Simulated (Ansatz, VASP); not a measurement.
## NaCl in VASP and in Ansatz

```
CELL_PARAMETERS angstrom
0.00000 2.79406 2.79406
2.79406 0.00000 2.79406
2.79406 2.79406 0.00000
ATOMIC_POSITIONS crystal
Cl 0.50000 0.50000 0.50000
Na 0.00000 0.00000 0.00000
```

The cell is a database's computed one.

Alike in both runs: functional revPBE; k mesh 8 × 8 × 8; occupations fermi-dirac, width 0.05 eV; no spin polarisation.

|  | VASP | Ansatz |
| --- | --- | --- |
| version | VASP 6.6.1 | Ansatz 0.2.0 |
| potentials or method | VASP PAW PBE potentials, release 64 (Cl, Na_pv) | Ansatz PAW |
| plane-wave cutoff (eV) | 520 | 420 |
| valence electrons in the cell | 14 | 16 |
| task | single point | band structure |

VASP gave:

- gap on the k mesh at the Fermi level (eV): 5.49
- least direct gap on the mesh (eV): 5.49
- pressure (GPa): 3.2

Problem. Estimate Ansatz's values.

Solution. gap on the k mesh at the Fermi level (eV): 5.49; least direct gap on the mesh (eV): 5.49; pressure (GPa): 3.3.

The functional is the same, so the differences come from potentials, cutoffs and numerics. The two sets of potentials don't hold the same shells in valence.

Caveats: the PAW data sets were made with another functional, which shifts forces and pressure a little (VASP); the PAW data sets come from PBE, with cores solved anew for the run's functional, which leaves a small shift of forces and pressure (Ansatz). A k mesh can miss the band edges.
